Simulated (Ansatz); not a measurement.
## TiB$_{2}$: strain and displacement

```xyz
3
Lattice="3.0292 0.0000 0.0000 -1.5146 2.6234 0.0000 0.0000 0.0000 3.2284" Properties=species:S:1:pos:R:3 pbc="T T T"
Ti    0.0000    0.0000    0.0000
B     0.0000    1.7489    1.6142
B     1.5146    0.8745    1.6142
```

Atoms are numbered in the order listed.

The geometry is COD entry 2002799, unchecked; take it as a test cell.

Method: DFT, PBEsol, all-electron LAPW, scalar-relativistic in Ansatz 0.2.0.

Numerical set-up: a Γ-centred 14×14×11 k mesh, Fermi–Dirac smearing of 0.03 eV, basis error target 1 meV/atom, no spin polarisation.

The unchanged cell is at -5.19 GPa.

In a metal, stresses and small energies carry noise from the k mesh.

x, y and z are the Cartesian axes of the cell as listed; fractional coordinates follow a strain, and an engineering shear is twice the off-diagonal strain component.

One change gave: energy change +8 meV/atom; stress change (xx, yy, zz, yz, xz, xy) 0.35, 0.32, 0.38, -5.00, -5.00, -5.76 GPa, compression positive; change of the force on B2 (-0.067, 0.007, -0.003) eV/Å. Which change was it?
A. equal xy, yz and zx engineering shear strains of -2 %
B. equal xy, yz and zx engineering shear strains of +2 %
C. equal xy, yz and zx engineering shear strains of -1 %
D. equal xy, yz and zx engineering shear strains of +1 %

B. For equal xy, yz and zx engineering shear strains of -2 %: energy change +9 meV/atom; stress change (xx, yy, zz, yz, xz, xy) 0.36, 0.31, 0.41, 5.29, 5.29, 6.06 GPa, compression positive; change of the force on B3 (-0.062, -0.007, 0.004) eV/Å. For equal xy, yz and zx engineering shear strains of -1 %: energy change +2 meV/atom; stress change (xx, yy, zz, yz, xz, xy) 0.09, 0.08, 0.10, 2.61, 2.61, 3.00 GPa, compression positive; change of the force on B3 (-0.031, -0.002, 0.001) eV/Å. For equal xy, yz and zx engineering shear strains of +1 %: energy change +2 meV/atom; stress change (xx, yy, zz, yz, xz, xy) 0.09, 0.08, 0.10, -2.54, -2.54, -2.92 GPa, compression positive; change of the force on B2 (-0.032, 0.002, -0.001) eV/Å.
